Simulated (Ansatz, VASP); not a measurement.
# Cross-check of HfO2 between VASP and Ansatz, part 2 of 2

Aim: how closely do two programs agree when they are given the same cell, functional and k mesh? The structure shown is the end of the Ansatz relaxation below.

VASP 6.6.1 and Ansatz 0.2.0.

So far: The structure; Ansatz: relaxation, PBEsol.

## 3. VASP: single point, PBEsol

Level of this step: PBEsol; plane waves and PAW (Hf_pv, O) (VASP).

The same cell, functional, mesh and smearing now go to VASP, with its own data sets.

Lines of VASP's logs that name or quote its potential files are left out, and so is its time.

Input file INCAR:

```
SYSTEM = HfO2
PREC = Accurate
ENCUT = 600
EDIFF = 1E-06
NELM = 120
ISMEAR = -1
SIGMA = 0.02
LREAL = .FALSE.
ALGO = Normal
GGA = PS
NBANDS = 56
LASPH = .TRUE.
LORBIT = 11
LWAVE = .FALSE.
LCHARG = .FALSE.
ISIF = 2
GGA_COMPAT = .FALSE.
EFERMI = MIDGAP
KPAR = 2
```

Input file POSCAR:

```
HfO2
1.0
    5.3332015800      0.0000000000      0.0000000000
    0.0000000000      5.1181753800      0.0000000000
    0.0000000000      0.0000000000      4.9827610439
Hf O
4 8
Direct
    0.9677675334      0.7345181576      0.7505683553
    0.0322324666      0.2654818424      0.2505683553
    0.4677675334      0.2654818424      0.7505683553
    0.5322324666      0.7345181576      0.2505683553
    0.6344228977      0.9327263614      0.8929063173
    0.3655771023      0.0672736386      0.3929063173
    0.1344228977      0.0672736386      0.8929063173
    0.8655771023      0.9327263614      0.3929063173
    0.7742442487      0.4658319953      0.0005254274
    0.2257557513      0.5341680047      0.5005254274
    0.2742442487      0.5341680047      0.0005254274
    0.7257557513      0.4658319953      0.5005254274
```

Input file KPOINTS:

```
Automatic mesh
0
Gamma
6 6 6
0 0 0
```

Potentials, in the order of the species: Hf_pv and O (PBE family, release 64).

The run is started by

```sh
mpirun -np 2 vasp_std
```

Numbers of over 12 decimals in the logs are rounded to 6 here.

The program printed:

```text
[banner, memory and clock lines left out]
running    2 mpi-ranks, on    1 nodes
 distrk:  each k-point on    1 cores,    2 groups
 distr:  one band on    1 cores,    1 groups

 POSCAR found type information on POSCAR HfO
 POSCAR found :  2 types and      12 ions
|                                                                             |
|               ----> ADVICE to this user running VASP <----                  |
|                                                                             |
|     You enforced a specific xc type in the INCAR file but a different       |
|     [... a line on the potential file left out ...]
|     I HOPE YOU KNOW WHAT YOU ARE DOING!                                     |
|                                                                             |

 LDA part: xc-table for (Slater+PW92), standard interpolation
 POSCAR, INCAR and KPOINTS ok, starting setup
 FFT: planning ... GRIDC
 FFT: planning ... GRID_SOFT
 FFT: planning ... GRID
 WAVECAR not read
 entering main loop
       N       E                     dE             d eps       ncg     rms          rms(c)
DAV:   1     0.588965592246E+03    0.58897E+03   -0.54381E+04  7168   0.176E+03
DAV:   2    -0.109366424342E+03   -0.69833E+03   -0.67756E+03  8952   0.429E+02
DAV:   3    -0.146423648658E+03   -0.37057E+02   -0.36898E+02  8456   0.873E+01
DAV:   4    -0.146912918369E+03   -0.48927E+00   -0.48826E+00  8976   0.110E+01
DAV:   5    -0.146919978636E+03   -0.70603E-02   -0.70575E-02  8512   0.123E+00    0.104E+02
DAV:   6    -0.127465858536E+03    0.19454E+02   -0.10082E+02  8152   0.392E+01    0.869E+01
DAV:   7    -0.127019733936E+03    0.44612E+00   -0.56741E+00  8840   0.114E+01    0.504E+01
DAV:   8    -0.126967343361E+03    0.52391E-01   -0.52789E-01  8240   0.397E+00    0.105E+01
DAV:   9    -0.126924795699E+03    0.42548E-01   -0.18732E-01  8184   0.215E+00    0.448E+00
DAV:  10    -0.126922238052E+03    0.25576E-02   -0.15054E-02  8856   0.584E-01    0.247E-01
DAV:  11    -0.126922367309E+03   -0.12926E-03   -0.10983E-03  8696   0.164E-01    0.161E-01
DAV:  12    -0.126922382828E+03   -0.15519E-04   -0.44482E-05  8856   0.355E-02    0.353E-02
DAV:  13    -0.126922383625E+03   -0.79754E-06   -0.14275E-05  8200   0.162E-02    0.634E-03
DAV:  14    -0.126922383818E+03   -0.19278E-06   -0.24639E-06  6544   0.796E-03
   1 F= -.12692238E+03 E0= -.12692238E+03  d E =0.000000E+00
```

OUTCAR, selected parts (step 3):

```text
ion  position               nearest neighbor table
   1  0.968  0.735  0.751-   7 2.05  10 2.12   8 2.12   9 2.12   5 2.17  12 2.26  11 2.30   4 3.41
                             4 3.41   2 3.48   2 3.48   3 3.59   3 3.59   2 3.70   2 3.70   3 3.81
   2  0.032  0.265  0.251-   8 2.05   9 2.12   7 2.12  10 2.12   6 2.17  11 2.26  12 2.30   3 3.41
                             3 3.41   1 3.48   1 3.48   4 3.59   4 3.59   1 3.70   1 3.70   4 3.81
   3  0.468  0.265  0.751-   5 2.05  12 2.12   6 2.12  11 2.12   7 2.17  10 2.26   9 2.30   2 3.41
                             2 3.41   4 3.48   4 3.48   1 3.59   1 3.59   4 3.70   4 3.70   1 3.81
   4  0.532  0.735  0.251-   6 2.05  11 2.12   5 2.12  12 2.12   8 2.17   9 2.26  10 2.30   1 3.41
                             1 3.41   3 3.48   3 3.48   2 3.59   2 3.59   3 3.70   3 3.70   2 3.81
   5  0.634  0.933  0.893-   3 2.05   4 2.12   1 2.17
   6  0.366  0.067  0.393-   4 2.05   3 2.12   2 2.17
   7  0.134  0.067  0.893-   1 2.05   2 2.12   3 2.17
   8  0.866  0.933  0.393-   2 2.05   1 2.12   4 2.17
   9  0.774  0.466  0.001-   2 2.12   1 2.12   4 2.26   3 2.30
  10  0.226  0.534  0.501-   1 2.12   2 2.12   3 2.26   4 2.30
  11  0.274  0.534  0.001-   4 2.12   3 2.12   2 2.26   1 2.30
  12  0.726  0.466  0.501-   3 2.12   4 2.12   1 2.26   2 2.30

  LATTYP: Found a simple orthorhombic cell.
 ALAT       =     4.9827610439
 B/A-ratio  =     1.0271765663
 C/A-ratio  =     1.0703305924

 Subroutine GETGRP returns: Found  4 space group operations
 (whereof  1 operations were pure point group operations)

The static configuration has the point symmetry C_1 .
 The point group associated with its full space group is C_2v.

 Found     64 irreducible k-points:

   k-points           NKPTS =     64   k-points in BZ     NKDIM =     64   number of bands    NBANDS=     56

   dimension x,y,z NGX =    48 NGY =   42 NGZ =   40
   dimension x,y,z NGXF=    96 NGYF=   84 NGZF=   80

   ENCUT  =  600.0 eV  44.10 Ry    6.64 a.u.  10.65 10.22  9.95*2*pi/ulx,y,z

   NELECT =      88.0000    total number of electrons

 k-points in reciprocal lattice and weights: Automatic mesh
   0.00000000  0.00000000  0.00000000       0.005
   0.16666667  0.00000000  0.00000000       0.009
   0.33333333  0.00000000  0.00000000       0.009
   0.50000000  0.00000000  0.00000000       0.005
   0.00000000  0.16666667  0.00000000       0.009
   0.16666667  0.16666667  0.00000000       0.019
   0.33333333  0.16666667  0.00000000       0.019
   0.50000000  0.16666667  0.00000000       0.009
   0.00000000  0.33333333  0.00000000       0.009
[...]
0.33333333  0.50000000  0.50000000       0.009
   0.50000000  0.50000000  0.50000000       0.005

 average (electrostatic) potential at core
       1 -37.4951       2 -37.4951       3 -37.4951       4 -37.4951       5 -70.0276
       6 -70.0276       7 -70.0276       8 -70.0276       9 -70.3948      10 -70.3948
      11 -70.3948      12 -70.3948

 E-fermi :   5.3443

 k-point     1 :       0.0000    0.0000    0.0000
  band No.  band energies     occupation
    ...
     40       2.3601      2.00000
     41       2.7411      2.00000
     42       2.9735      2.00000
     43       3.0426      2.00000
     44       3.1901      2.00000
     45       8.0181      0.00000
     46       8.0381      0.00000
     47       8.3289      0.00000
     48       8.6812      0.00000
     49       8.7299      0.00000
    ...

 k-point     2 :       0.1667    0.0000    0.0000
  band No.  band energies     occupation
    ...
     40       2.4184      2.00000
     41       2.7257      2.00000
     42       2.8022      2.00000
     43       2.9639      2.00000
     44       3.0589      2.00000
     45       8.0579      0.00000
     46       8.0633      0.00000
     47       8.3944      0.00000
     48       8.6642      0.00000
     49       8.7815      0.00000
    ...

 k-point     3 :       0.3333    0.0000    0.0000
  band No.  band energies     occupation
    ...
     40       2.4570      2.00000
     41       2.4644      2.00000
     42       2.7513      2.00000
     43       2.8714      2.00000
     44       2.9548      2.00000
     45       8.1398      0.00000
     46       8.1678      0.00000
     47       8.5420      0.00000
     48       8.6302      0.00000
     49       8.7636      0.00000
    ...

  Total       -9.7249396    -10.2732629     -2.6429807      0.0000000      0.0000000      0.0000000
  in kB     -114.5576960   -121.0168271    -31.1337440      0.0000000      0.0000000      0.0000000
  external PRESSURE =     -88.9027557 kB  Pullay stress =       0.0000000 kB

  energy-cutoff  :      600.00
  volume of cell :      136.01
      direct lattice vectors                 reciprocal lattice vectors
     5.333201580  0.000000000  0.000000000     0.187504632  0.000000000  0.000000000
     0.000000000  5.118175380  0.000000000     0.000000000  0.195382129  0.000000000
     0.000000000  0.000000000  4.982761044     0.000000000  0.000000000  0.200691944

 POSITION                                       TOTAL-FORCE (eV/Angst)
 -----------------------------------------------------------------------------------
      5.16130      3.75939      3.73990        -0.052121      0.004063     -0.044104
      0.17190      1.35878      1.24852         0.052121     -0.004063     -0.044104
      2.49470      1.35878      3.73990        -0.052121     -0.004063     -0.044104
      2.83850      3.75939      1.24852         0.052121      0.004063     -0.044104
      3.38351      4.77386      4.44914         0.012292      0.003277      0.021480
      1.94970      0.34432      1.95776        -0.012292     -0.003277      0.021480
      0.71690      0.34432      4.44914         0.012292     -0.003277      0.021480
      4.61630      4.77386      1.95776        -0.012292      0.003277      0.021480
      4.12920      2.38421      0.00262         0.023220      0.037442      0.022624
      1.20400      2.73397      2.49400        -0.023220     -0.037442      0.022624
      1.46260      2.73397      0.00262         0.023220     -0.037442      0.022624
      3.87060      2.38421      2.49400        -0.023220      0.037442      0.022624
 -----------------------------------------------------------------------------------
    total drift:                                0.000000      0.000000      0.000084

  FREE ENERGIE OF THE ION-ELECTRON SYSTEM (eV)
  ---------------------------------------------------
  free  energy   TOTEN  =      -126.9223838182 eV

  energy  without entropy=     -126.9223838182  energy(sigma->0) =     -126.92238382

 total charge
# of ion       s       p       d       tot
------------------------------------------
    1        0.311   6.604   1.449   8.363
    2        0.311   6.604   1.449   8.363
    3        0.311   6.604   1.449   8.363
    4        0.311   6.604   1.449   8.363
    5        1.551   3.516   0.000   5.068
    6        1.551   3.516   0.000   5.068
    7        1.551   3.516   0.000   5.068
    8        1.551   3.516   0.000   5.068
    9        1.550   3.526   0.000   5.076
   10        1.550   3.526   0.000   5.076
   11        1.550   3.526   0.000   5.076
   12        1.550   3.526   0.000   5.076
--------------------------------------------------
tot         13.649  54.583   5.796  74.028

[... 3 further parts left out ...]
```

The run ends at a pressure of -8.89 GPa, with forces up to 0.068 eV/Å.

## 4. Differences

Known differences besides the potentials themselves: the data sets hold 152 valence electrons in Ansatz (on its PAW soft_1 files) and 88 in VASP; Ansatz makes its cores anew for this functional, VASP keeps those of its PBE data sets; Ansatz's pressure holds a Pulay correction, VASP's none. Total energies have different zeros and are not compared.

The two programs side by side:

```
              quantity  Ansatz   VASP  difference
        pressure (GPa)   -5.64  -8.89       +3.25
gap on the k mesh (eV)   4.349  4.308      +0.041
```

Forces on 7 of the 12 atoms, those with the largest forces and the largest differences (eV/Å; atoms numbered as in POSCAR):

```
atom       Ansatz x, y, z            VASP x, y, z
 Hf1  0.000, 0.000, 0.000   -0.052, 0.004, -0.044
 Hf2  0.000, 0.000, 0.000   0.052, -0.004, -0.044
 Hf3  0.000, 0.000, 0.000  -0.052, -0.004, -0.044
 Hf4  0.000, 0.000, 0.000    0.052, 0.004, -0.044
 O10  0.000, 0.000, 0.000   -0.023, -0.037, 0.023
 O11  0.000, 0.000, 0.000    0.023, -0.037, 0.023
 O12  0.000, 0.000, 0.000    -0.023, 0.037, 0.023
```

The forces differ by 29 meV/Å r.m.s., where the r.m.s. force is 0.000 eV/Å in Ansatz and 0.029 eV/Å in VASP: the atoms lie near their places of rest in Ansatz, so a percentage would say little (all taken over all components). A gap on the mesh is an upper bound, since the band edges may lie between its points; neither run holds spin-orbit coupling, which can move the band edges of a compound of Hf.

## 5. Other set-ups

Further runs change the set-up of one program: Ansatz's method, potentials or start, or VASP's data sets, cutoff or form of LDA. The table gives Ansatz less VASP for each quantity, since a change that brings one quantity closer may part another.

```
                                run  r.m.s. force difference (meV/Å)  pressure (GPa)  gap on the k mesh (eV)
                           as above                               29             3.3                   0.041
VASP with the data sets Hf_sv and O                               23             2.2                   0.042
```

## 6. Results

```
r.m.s. force difference (single point, PBEsol)         : 29 meV/Å
difference in pressure (single point, PBEsol)          : 3.3 GPa
difference in gap on the k mesh (single point, PBEsol) : 0.041 eV
```

The difference in pressure is 3.3 GPa (single point, PBEsol), beyond the 1 GPa picked in this series as the mark of a large difference. The data sets hold unlike numbers of valence electrons (152 in Ansatz and 88 in VASP), so part of the differences comes from the potentials. By the marks of this series, far apart in the single point, PBEsol pair: the r.m.s. force difference, 29 meV/Å and the difference in pressure, 3.3 GPa. Single point, PBEsol, VASP with the data sets Hf_sv and O: the difference in pressure goes from 3.3 to 2.2 GPa. Such differences can come from data sets, numerical settings and the points named under the comparisons, not from the functional's error against experiment.

[Lines on the potential files, build, host, timing and source positions are cut from VASP's logs without a mark.]

[Logs are printed without paths, hosts, clocks, repeated set-up lines and the standing remarks that a program may print on its own settings, such as how far it seeks lower states.]

[Hosts, paths, dates, database ids (printed as entryN), source tags and the programs' standing remarks are cut or masked in the printed files.]
